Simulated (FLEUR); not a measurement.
# MgS under changes of volume

One of the cells (22.740 Å³/atom); the others are scaled copies at fixed shape and fractional positions:

```xyz
2
Lattice="0.0000 2.8331 2.8331 2.8331 0.0000 2.8331 2.8331 2.8331 0.0000" Properties=species:S:1:pos:R:3 pbc="T T T"
S     1.4166    1.4166    1.4166
Mg    0.0000    0.0000    0.0000
```

The cell comes from a database or a generator and needn't be the stable form of this composition.

```yaml
Program: FLEUR MaX-R8.1 (later development tree)
Functional: LDA
Potentials_or_basis: all-electron
Basis: FLAPW
Kmax: 4.71 1/bohr
k_mesh: 8 × 8 × 8
Occupations: fermi-dirac, width 0.05 eV
Spin: no spin polarisation
```

| volume (Å³/atom) | energy over the lowest point (meV/atom) | gap on the mesh (eV) |
| --- | --- | --- |
| 21.376 | 2.27 | 3.49 |
| 21.831 | 0.00 | 3.38 |
| 22.740 | 6.12 | 3.18 |
| 23.650 | 24.18 | 2.99 |
| 24.105 | ? | ? |

Task: What does the run at 24.105 Å³/atom give?

Result: Energy over the lowest point 36.96 meV/atom; gap on the mesh 2.90 eV.

Worked out: A Birch-Murnaghan fit of order 2 (a polynomial in V^(-2/3)) to the other rows has its minimum at 21.88 Å³/atom with B0 = V·E''(V) = 61 GPa. It gives 36.99 meV/atom at 24.105 Å³/atom, against the run's 36.96. A straight line through the other rows of the gap, of slope -4.93 eV per unit of ln V (its deformation potential), extrapolates to 2.89 eV, against the run's 2.90.

Energies are extrapolated to zero smearing.

A mesh can miss the band edges.
